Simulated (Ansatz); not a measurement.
Sb:

```
Sb
1.0
     2.15420    1.24373    3.75800
    -2.15420    1.24373    3.75800
     0.00000   -2.48746    3.75800
Sb
2
Direct
  0.76651 0.76651 0.76651
  0.23349 0.23349 0.23349
```

| Item | Value |
| --- | --- |
| Program | Ansatz 0.2.0 |
| Task | relaxation of cell and atoms |
| Functional | B3LYP |
| Potentials or basis | Ansatz PAW |
| Cutoff | 420 eV (not typed: the program's choice for these potentials) |
| k mesh | 4 × 4 × 4 |
| Occupations | fermi-dirac, width 0.05 eV |
| Spin | no spin polarisation |

At the start: volume 30.21 Å³/atom.

Problem. How do energy, volume and symmetry change on relaxing?

Solution. It ends after 10 steps and the volume is 35.33 Å³/atom (+16.9 %); space group R-3m (No. 166, to 0.05 Å).

The path:
```
step  energy change (eV)  largest force (eV/Å)  volume (Å³)
   1              0.0000                0.3874        60.41
   2             -0.1142                0.1621        68.82
   3             -0.1401                0.0864        68.73
   4             -0.1494                0.0054        69.26
   5             -0.1506                0.0244        70.24
   6             -0.1508                0.0089        70.25
   7             -0.1533                0.0101        70.25
   8             -0.1534                0.0004        70.53
   9             -0.1534                0.0003        70.65
  10             -0.1535                0.0003        70.65
```

Final structure:
```
Sb
1.0
     2.20408    1.27252    4.19832
    -2.20408    1.27252    4.19832
     0.00000   -2.54505    4.19832
Sb
2
Cartesian
  0.0000 0.0000 9.7692
  0.0000 0.0000 2.8258
```

Caveat: the k mesh is coarse (spacing up to 0.44 Å⁻¹), so the values aren't converged, least of all with exact exchange; the volume moved by over 15 % at a fixed basis, so the end points are rough; the plane-wave basis is chosen anew once the cell has moved, so the energies of steps on either side of that aren't comparable; the volume moved by +17 % from the deposited cell, more than functionals usually miss; the PAW data sets come from PBE, with cores solved anew for the run's functional, which leaves a small shift of forces and pressure.
